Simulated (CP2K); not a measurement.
YN:

```
CELL_PARAMETERS angstrom
3.44856 0.00000 0.00000
1.72428 2.98654 0.00000
1.72428 0.99551 2.81574
ATOMIC_POSITIONS crystal
Y 0.00000 0.00000 0.00000
N 0.50000 0.50000 0.50000
```

Program: CP2K 2026.2. Alike in all runs: task band structure; no spin polarisation; cell as given; k mesh 9 × 9 × 9.

Problem. Order these runs on this cell by their band gap on the k mesh, lowest first.
A. level r2SCAN; potentials or basis POTENTIAL_UZH Y GTH-SCAN-q11, N GTH-SCAN-q5; TZVP-MOLOPT-SCAN-GTH basis; smearing fermi-dirac 0.05 eV; EPS_DEFAULT 1.0E-10; NGRIDS 5; points a segment of the path (NPOINTS) 6; bands added on the path 4; CUTOFF of the grids 675 Ry
B. level PBEsol; potentials or basis POTENTIAL_UZH Y GTH-PBE-q11, N GTH-PBE-q5; TZVP-MOLOPT-PBE-GTH basis; smearing fermi-dirac 0.1 eV; EPS_DEFAULT 1.0E-9; NGRIDS 5; points a segment of the path (NPOINTS) 10; bands added on the path 2; CUTOFF of the grids 450 Ry
C. level TB-mBJ; potentials or basis POTENTIAL_UZH Y GTH-PBE-q11, N GTH-PBE-q5; TZVP-MOLOPT-PBE-GTH basis; smearing fermi-dirac 0.0259 eV; EPS_DEFAULT 1.0E-9; NGRIDS 4; points a segment of the path (NPOINTS) 10; bands added on the path 6; CUTOFF of the grids 675 Ry

Solution. B (0.13 eV), C (0.43 eV), A (0.59 eV).

Caveats: the basis of atomic orbitals isn't converged, which shifts pressures, moduli and gaps; this is a model potential without an energy functional, so only levels have meaning (some runs).

A k mesh can miss the band edges.

Not every run made on this cell is shown here.
